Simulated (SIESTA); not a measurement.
**Ni in SIESTA: the effect of fixed moment**

Ni:

```xyz
2
Lattice="2.4480 0.0000 0.0000 -1.2240 2.1201 0.0000 0.0000 0.0000 4.0728" Properties=species:S:1:pos:R:3 pbc="T T T"
Ni    1.2240    0.7067    3.0546
Ni    0.0000    1.4134    1.0182
```

This isn't the form of Ni at room conditions, which is fcc.

Alike in all runs:

```yaml
Program: SIESTA 5.4.2
Task: single point
Functional: PBE
Potentials_or_basis: PseudoDojo 0.4 standard (PBE files)
Basis: DZP (energy shift 0.003 Ry; two zetas on semicore shells)
Grid_cutoff: 800 Ry
Energy_shift: 0.003 Ry
k_mesh: 12 × 12 × 7
Occupations: fermi-dirac, width 0.05 eV
Spin: collinear spin, ferromagnetic start
Starting_moments: "[1.0, 1.0] μB"
```

Q: One run gave: energy over the lowest run 74.7 meV/atom; pressure 10.0 GPa. Which fixed moment did it use?
A. 0
B. 1
C. 2

A: C.

```tsv
fixed moment	energy over the lowest run (meV/atom)	pressure (GPa)
0	50.5	5.7
1	0.0	6.2
2	74.7	10.0
```

Caveats: short orbitals over semicore shells can move pressures by several GPa; the basis of atomic orbitals isn't converged, which shifts pressures, moduli and gaps; the total moment is fixed, so each spin has its own Fermi level; the moment is held away from its start (some runs).
